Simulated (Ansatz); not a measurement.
SnO₂ (P4_2/mnm), symmetry broken, then relaxed

Computed with Ansatz 0.2.0, DFT r2SCAN, scalar-relativistic, plane waves, PAW. Cutoff 500 eV, Γ-centred 6×6×8 k-points, Gaussian smearing of 0.05 eV. No spin polarisation. Energies are free energies at this smearing, counted from the undisturbed cell; pressure is positive in compression.

Zero of the scan (relaxed at this level):

```xyz
6
Lattice="4.7602 0.0000 0.0000 0.0000 4.7602 0.0000 0.0000 0.0000 3.2006" Properties=species:S:1:pos:R:3 pbc="T T T"
Sn    0.0000    0.0000    0.0000
Sn    2.3801    2.3801    1.6003
O     1.4561    1.4561    0.0000
O     0.9240    3.8362    1.6003
O     3.3041    3.3041    0.0000
O     3.8362    0.9240    1.6003
```

The atoms are displaced (Å, in the unstrained cell):

```tsv
atom	ux	uy	uz
Sn1	-0.136	-0.087	-0.075
Sn2	0.108	-0.074	-0.092
O3	0.195	0.033	0.124
O4	-0.054	0.071	-0.019
O5	-0.011	-0.100	-0.011
O6	-0.102	0.157	0.072
```

The cell is strained by (-0.0434, 0.1183, -0.0884, 0.0183, -0.1285, -0.0957) (xx, yy, zz, yz, xz, xy; engineering shear). Cell and atoms are then relaxed.

Q: Does the relaxation return to the undisturbed structure?

A: Yes (up to a choice of domain or origin): same space group and volume, and an energy 0.0 meV/atom from it. The disturbance itself cost 817.4 meV/atom. The final space group reads P4_2/mnm (tolerance 0.05 Å) and the volume changes by -0.01 %.

Final structure:

```yaml
crystal:
  lattice:
    - [4.75917, -0.00002, -0.00049]
    - [0.00005, 4.76080, -0.00005]
    - [-0.00027, -0.00004, 3.20056]
  atoms:
    - { symbol: Sn, position: [0.00000, 0.00001, 0.00000] }
    - { symbol: Sn, position: [0.50000, 0.50001, 0.50001] }
    - { symbol: O, position: [0.30582, 0.30600, 0.99998] }
    - { symbol: O, position: [0.19419, 0.80600, 0.50001] }
    - { symbol: O, position: [0.69419, 0.69399, 0.00002] }
    - { symbol: O, position: [0.80580, 0.19399, 0.49998] }
```

The relaxation, step by step (energy from the first step; small jumps at an unchanged geometry come where the plane waves are selected anew for the new cell):

| step | ΔE (meV/atom) | largest force component (eV/Å) | pressure (GPa) |
| --- | --- | --- | --- |
| 1 | 0.0 | 10.926 | 41.21 |
| 2 | -560.2 | 3.126 | 10.65 |
| 3 | -732.8 | 1.457 | 2.69 |
| 4 | -813.4 | 0.263 | 0.38 |
| 5 | -815.2 | 0.006 | -0.29 |
| 6 | -815.2 | 0.002 | -0.10 |
| 7 | -815.2 | 0.001 | 0.00 |
| 8 | -817.3 | 0.003 | 0.25 |
| 9 | -817.4 | 0.001 | 0.01 |
| 10 | -817.4 | 0.001 | 0.01 |